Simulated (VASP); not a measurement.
# SnSe (Fm-3m) in VASP: relaxation of cell and atoms with LDA

Aim: the relaxation of cell and atoms of SnSe with LDA.

Program: VASP 6.6.1. These are calculated values, not measurements. Logs are shortened: lines on timing, memory, paths and dates and some standing lists are left out, and cuts for length are marked.

## 1. The structure

The structure is cubic, space group Fm-3m (No. 225). Conventional cell: a = 6.020 Å, b = 6.020 Å, c = 6.020 Å, α = 90.00°, β = 90.00°, γ = 90.00°. Sn (site symmetry m-3m) has 6 Se at 3.01 Å as nearest neighbours. Around Se (site symmetry m-3m) lie 6 Sn at 3.01 Å.

Measurements of this composition are mostly on another form, of space group No. 62.

## 2. Relaxation of cell and atoms, LDA

Input file INCAR:

```
PREC = Accurate
ENCUT = 300
EDIFF = 1E-6
ISMEAR = 0
SIGMA = 0.02
LREAL = F
LASPH = T
NELM = 80
ALGO = Fast
ISIF = 3
LWAVE = F
LCHARG = F
IBRION = 2
NSW = 60
EDIFFG = -0.01
```

Input file KPOINTS:

```
regular mesh
0
Gamma
  5 5 5
```

Input file POSCAR:

```
SnSe
1.0
    0.0000000000      3.0100000000      3.0100000000
    3.0100000000      0.0000000000      3.0100000000
    3.0100000000      3.0100000000      0.0000000000
Sn Se
1 1
Direct
    0.0000000000      0.0000000000      0.0000000000
    0.5000000000      0.5000000000      0.5000000000
```

Potentials or basis: VASP PAW LDA potentials, release 64 (Sn_d, Se).

Launch:

```sh
$ cat potpaw_LDA.64/Sn_d/POTCAR potpaw_LDA.64/Se/POTCAR > POTCAR
$ mpirun -np 1 vasp_std > vasp.out
```

OUTCAR:

```text
PREC = Accurate
   ENCUT = 300
   EDIFF = 1E-6
   ISMEAR = 0
   LREAL = F
   LASPH = T
   NELM = 80
   ISIF = 3
   IBRION = 2
   NSW = 60
   EDIFFG = -0.01

 ion  position               nearest neighbor table
   1  0.000  0.000  0.000-   2 3.01   2 3.01   2 3.01   2 3.01   2 3.01   2 3.01
   2  0.500  0.500  0.500-   1 3.01   1 3.01   1 3.01   1 3.01   1 3.01   1 3.01

  LATTYP: Found a face centered cubic cell.
 ALAT       =     6.0200000000

  Lattice vectors:

 A1 = (   0.0000000000,   3.0100000000,   3.0100000000)
 A2 = (   3.0100000000,   0.0000000000,   3.0100000000)
 A3 = (   3.0100000000,   3.0100000000,   0.0000000000)

Analysis of symmetry for initial positions (statically):
=====================================================================
 Subroutine PRICEL returns:
 Original cell was already a primitive cell.

 Routine SETGRP: Setting up the symmetry group for a
 face centered cubic supercell.

 Subroutine GETGRP returns: Found 48 space group operations
 (whereof 48 operations were pure point group operations)
 out of a pool of 48 trial point group operations.

The static configuration has the point symmetry O_h .

Analysis of symmetry for dynamics (positions and initial velocities):
=====================================================================
 Subroutine PRICEL returns:
 Original cell was already a primitive cell.

 Routine SETGRP: Setting up the symmetry group for a
 face centered cubic supercell.

 Subroutine GETGRP returns: Found 48 space group operations
 (whereof 48 operations were pure point group operations)
 out of a pool of 48 trial point group operations.

The dynamic configuration has the point symmetry O_h .

 Subroutine INISYM returns: Found 48 space group operations
 (whereof 48 operations are pure point group operations),
 and found     1 'primitive' translations

----------------------------------------------------------------------------------------

                                     Primitive cell

  volume of cell :      54.5418

  direct lattice vectors                    reciprocal lattice vectors
     0.000000000  3.010000000  3.010000000    -0.166112957  0.166112957  0.166112957
     3.010000000  0.000000000  3.010000000     0.166112957 -0.166112957  0.166112957
     3.010000000  3.010000000  0.000000000     0.166112957  0.166112957 -0.166112957

  length of vectors
     4.256782823  4.256782823  4.256782823     0.287716081  0.287716081  0.287716081

  position of ions in fractional coordinates (direct lattice)
     0.000000000  0.000000000  0.000000000
     0.500000000  0.500000000  0.500000000

  ion indices of the primitive-cell ions
   primitive index   ion index
                 1           1
                 2           2

----------------------------------------------------------------------------------------
[... 57 lines left out ...]
   EDIFFG = -.1E-01   stopping-criterion for IOM
   NSW    =     60    number of steps for IOM
   IBRION =      2    ionic relax: 0-MD 1-quasi-New 2-CG
   NFREE  =      1    steps in history (QN), initial steepest desc. (CG)
   ISIF   =      3    stress and relaxation
   ISYM   =      2    0-nonsym 1-usesym 2-fastsym
   POTIM  = 0.5000    time-step for ionic-motion
   TEBEG  =    0.0;   TEEND  =   0.0 temperature during run
   PSTRESS=    0.0 pullay stress
   NELECT =      20.0000    total number of electrons
   NUPDOWN=      -1.0000    fix difference up-down
   EMIN   =  10.00;   EMAX   =-10.00  energy-range for DOS
   EFERMI =   0.00;   METHOD = LEGACY
   ISMEAR =     0;   SIGMA  =   0.02  broadening in eV -4-tet -1-fermi 0-gaus
   EFERMI_NEDOS =   21; number of points for ismear=-14 and -15
   IALGO  =     68    algorithm
   IMIX   =      4    mixing-type and parameters
     AMIX     =   0.40;   BMIX     =  1.00
     AMIX_MAG =   1.60;   BMIX_MAG =  1.00
  volume/ion in A,a.u.               =      27.27       184.03
  Fermi-wavevector in a.u.,A,eV,Ry     =   1.171768  2.214321 18.681350  1.373040
  Thomas-Fermi vector in A             =   2.308207
   LORBIT       =      0    0 simple, 1 ext, 2 COOP (PROOUT), +10 PAW based schemes
   GGA     = CA    functional components
   LHFCALC =     F    Hartree Fock is set to
   AEXX    =    0.0000 exact exchange contribution
   IVDW    =     0    specifies the selected vdW correction
   LEPSILON=     F    determine dielectric tensor
   LRPA    =     F    only Hartree local field effects (RPA)
 conjugate gradient relaxation of ions
 non-spin polarized calculation
 RMM-DIIS sequential band-by-band and
 Gauss-broadening in eV      SIGMA  =   0.02
  energy-cutoff  :      300.00
  volume of cell :       54.54
 maximum number of plane-waves:       656
   NGX = 13   NGY = 13   NGZ = 13

--------------------------------------- Ionic step        1  -------------------------------------------

 number of electron      20.0000010 magnetization

 Free energy of the ion-electron system (eV)
  ---------------------------------------------------
  ext. energy  EPLUGINS =         0.00000000
  ---------------------------------------------------
  free energy    TOTEN  =        -9.49932755 eV

  energy without entropy =       -9.49932755  energy(sigma->0) =       -9.49932755

 E-fermi :   5.4572     XC(G=0):  -9.8860

 val. band max:        5.2849238379   @ k =  -0.2000   0.2000   0.0000
 cond. band min:       6.1546543642   @ k =  -0.2000   0.2000   0.0000
 fundamental gap:      0.8697305263
 Fermi energy:         5.4572287127

 k-point     1 :       0.0000    0.0000    0.0000
  band No.  band energies     occupation
      1     -16.0641      2.00000
      2     -16.0641      2.00000
      3     -16.0611      2.00000
      4     -16.0611      2.00000
      5     -16.0611      2.00000
      6      -8.4501      2.00000
      7       0.2305      2.00000
      8       3.2540      2.00000
      9       3.2540      2.00000
     10       3.2540      2.00000
     11       9.6350      0.00000
     12       9.6350      0.00000
     13       9.6350      0.00000
     14      11.2892      0.00000
[... 222 lines left out ...]
--------------------------------------- Ionic step        3  -------------------------------------------

 number of electron      20.0000003 magnetization

 Free energy of the ion-electron system (eV)
  ---------------------------------------------------
  ext. energy  EPLUGINS =         0.00000000
  ---------------------------------------------------
  free energy    TOTEN  =        -9.54399683 eV

  energy without entropy =       -9.54399683  energy(sigma->0) =       -9.54399683

 E-fermi :   6.3636     XC(G=0): -10.1980

 val. band max:        6.2531176598   @ k =  -0.2000   0.2000   0.0000
 cond. band min:       6.9716887371   @ k =  -0.2000   0.2000   0.0000
 fundamental gap:      0.7185710774
 Fermi energy:         6.3635617310

 k-point     1 :       0.0000    0.0000    0.0000
  band No.  band energies     occupation
      1     -15.2646      2.00000
      2     -15.2646      2.00000
      3     -15.2581      2.00000
      4     -15.2581      2.00000
      5     -15.2581      2.00000
      6      -8.1317      2.00000
      7       1.2764      2.00000
      8       3.8611      2.00000
      9       3.8611      2.00000
     10       3.8611      2.00000
     11      10.7086      0.00000
     12      10.7086      0.00000
     13      10.7086      0.00000
     14      12.0186      0.00000
[... 180 lines left out ...]
  FREE ENERGIE OF THE ION-ELECTRON SYSTEM (eV)
  ---------------------------------------------------
  free  energy   TOTEN  =        -9.5439968331 eV

  energy  without entropy=       -9.5439968331  energy(sigma->0) =       -9.54399683

 reached required accuracy - stopping structural energy minimisation
```

CONTCAR:

```text
SnSe
   1.00000000000000
     0.0000000000000000    2.9409050508673671    2.9409050508673671
     2.9409050508673671   -0.0000000000000000    2.9409050508673671
     2.9409050508673671    2.9409050508673671   -0.0000000000000000
  Sn              Se
     1     1
Direct
     0.0000000000000000    0.0000000000000000    0.0000000000000000
     0.5000000000000000    0.5000000000000000    0.5000000000000000

  0.00000000E+00  0.00000000E+00  0.00000000E+00
  0.00000000E+00  0.00000000E+00  0.00000000E+00
```

Wall time 5.2 s (1 thread of Intel Xeon Platinum 8488C (Sapphire Rapids), shared host); peak memory 0.12 GiB.

What came out:

* Free energy: -9.5440 eV
* Relaxed volume: 25.44 Å³/atom
* Relaxed cell: a = 4.159 Å, b = 4.159 Å, c = 4.159 Å, α = 60.00°, β = 60.00°, γ = 60.00°
* Space group after relaxing (to 0.05 Å): Fm-3m (No. 225)
* Energy gained by relaxing: 22.3 meV/atom
* Ionic steps: 3
* Pressure after relaxing: 0.0 GPa

The path:
```csv
step,energy change (eV),largest force (eV/Å),pressure (GPa),volume (Å³)
1,0.0000,0.0000,-3.67,54.54
2,-0.0398,0.0000,1.42,49.76
3,-0.0447,0.0000,0.00,50.87
```

Final structure:
```xyz
2
Lattice="0.0000 2.9409 2.9409 2.9409 0.0000 2.9409 2.9409 2.9409 0.0000" Properties=species:S:1:pos:R:3 pbc="T T T"
Sn    0.0000    0.0000    0.0000
Se    2.9409    2.9409    2.9409
```

Caveat: this odd mesh misses L, where the gap lies, so gap, dielectric constants and Born charges aren't listed. Zero-point motion and thermal expansion aren't in these numbers.
